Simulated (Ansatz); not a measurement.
# P: squeezing one contact

The task here is to estimate one member of a computed series from the others.

Program: Ansatz 0.2.0. Level of theory: DFT, PBE, PAW with Ansatz's default frozen-core files, scalar-relativistic. These are calculated values, not measurements.

2 further runs of the same task are left out: 2 that didn't finish.

**The structure to begin with**

It takes space group Fd-3m (No. 227, cubic). The conventional cell has a = 5.313 Å, b = 5.313 Å, c = 5.313 Å, α = 90.00°, β = 90.00°, γ = 90.00°. P (site symmetry -43m) has 4 P at 2.30 Å as nearest neighbours.

Structure file:

```cif
data_structure
_symmetry_space_group_name_H-M 'Fd-3m:1'
_symmetry_Int_Tables_number 227
_cell_length_a 5.3133
_cell_length_b 5.3133
_cell_length_c 5.3133
_cell_angle_alpha 90.000
_cell_angle_beta 90.000
_cell_angle_gamma 90.000
_cell_volume 150.00
loop_
_atom_site_label
_atom_site_type_symbol
_atom_site_symmetry_multiplicity
_atom_site_Wyckoff_symbol
_atom_site_fract_x
_atom_site_fract_y
_atom_site_fract_z
_atom_site_occupancy
P1 P 8 b 0.00000 0.50000 0.00000 1
```

The file gives the conventional cell by its symmetry; the runs use the cell typed in the input.

Atoms are numbered in the order of the input: P1, P2.

Set-up of the first run:

input.yaml

```yaml
crystal:
  lattice:
    - [0.0, 2.656646423, 2.656646423]
    - [2.656646423, 0.0, 2.656646423]
    - [2.656646423, 2.656646423, 0.0]
  atoms:
    - { symbol: P, position: [-0.125, -0.125, -0.125] }
    - { symbol: P, position: [0.125, 0.125, 0.125] }
kpoints:
  mp_grid: { grid: [10, 10, 10] }
scf:
  occupations: { method: fermi_dirac, width: 0.05 }
hamiltonian:
  xc: pbe
  pseudopotentials: { kind: paw }
output:
  forces: true
  stress: true
  eigenvalues: true
  efg: { contact_densities: true }
  populations: true
  write_density: true
  write_potential: true
  elf: true
  volumetric_format: npy
```

Command:

```console
$ ansatz run input.yaml --threads 1 --pin off --max-ram 2048MiB --backend cpu --events-out ev --progress --plain --runs-dir out
```

Among the steps run: Shortest bond scaled by 1, PAW; Shortest bond scaled by 1.1, PAW; Shortest bond scaled by 0.88, PAW; Shortest bond scaled by 0.64, PAW; Shortest bond scaled by 0.58, PAW; Shortest bond scaled by 0.58, PAW (partial_waves polarizable).

One of the session's tables, all rows but one given; the rest of the session is left out.

```
                         method  length (Å)  F from the given length (eV/cell)  force along the bond (eV/Å)  pressure (GPa)  largest force (eV/Å)
                            PAW       1.334                             15.948                       77.936          154.57                77.936
                            PAW       1.472                              7.804                       42.864           95.65                42.864
                            PAW       2.025                                  ?                            ?               ?                     ?
                            PAW       2.301                              0.000                        0.000            4.62                 0.000
                            PAW       2.531                              0.070                       -0.629            5.63                 0.629
PAW (partial_waves polarizable)       1.334                                  –                       77.940          154.58                77.940
```

Estimate the missing values for PAW, 2.025.

The run gave: F from the given length (eV/cell): 0.151; force along the bond (eV/Å): 1.114; pressure (GPa): 7.40; largest force (eV/Å): 1.114. In the column «F from the given length (eV/cell)» it lies between PAW, 2.531 (0.070) and PAW, 1.472 (7.804).
